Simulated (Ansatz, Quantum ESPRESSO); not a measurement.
**TiAl3: 6 runs at one level of theory**

```
Ti Al
1.0
    -1.91111    1.91111    4.28067
     1.91111   -1.91111    4.28067
     1.91111    1.91111   -4.28067
Ti Al
1 3
Cartesian
  0.0000 0.0000 0.0000
  1.9111 0.0000 2.1403
  0.0000 1.9111 2.1403
  0.0000 0.0000 4.2807
```

The cell comes from a database or a generator and needn't be the stable form of this composition.

Alike in all runs: task single point; functional PBE; k mesh 10 × 10 × 10; occupations fermi-dirac, width 0.05 eV; no spin polarisation; no spin-orbit coupling. Pressure is positive in compression and, in plane waves, holds the error of the finite cutoff, which Ansatz's Pulay term estimates and takes out.

```json
{"program and potentials": "Ansatz, Ansatz NC", "plane-wave cutoff (eV)": "1155", "notes": "5.25 valence electrons an atom on average", "band gap (eV)": "no gap", "pressure (GPa)": "2.05"}
{"program and potentials": "Quantum ESPRESSO, SSSP 1.3 efficiency PBE", "plane-wave cutoff (eV)": "748", "notes": "5.25 valence electrons an atom on average", "band gap (eV)": "no gap", "pressure (GPa)": "2.09"}
{"program and potentials": "Ansatz, JTH PAW", "plane-wave cutoff (eV)": "1230", "notes": "5.25 valence electrons an atom on average", "band gap (eV)": "no gap", "pressure (GPa)": "2.12"}
{"program and potentials": "Ansatz, SPMS NC", "plane-wave cutoff (eV)": "707", "notes": "5.25 valence electrons an atom on average; Pulay term of +0.10 GPa included", "band gap (eV)": "no gap", "pressure (GPa)": "1.90"}
{"program and potentials": "Ansatz, PseudoDojo stringent (PBE files)", "plane-wave cutoff (eV)": "1143", "notes": "5.25 valence electrons an atom on average", "band gap (eV)": "no gap", "pressure (GPa)": "1.89"}
{"program and potentials": "Ansatz, Ansatz PAW (files of its older set among them)", "plane-wave cutoff (eV)": "900", "notes": "11.25 valence electrons an atom on average", "band gap (eV)": "no gap", "pressure (GPa)": "2.05"}
```

None finds a gap. The pressure spans 1.89 (Ansatz, PseudoDojo stringent (PBE files)) to 2.12 GPa (Ansatz, JTH PAW).

The functional is the same throughout but for its coding, so the spread measures potentials, basis and numerics; runs on potential files found faulty are left out.
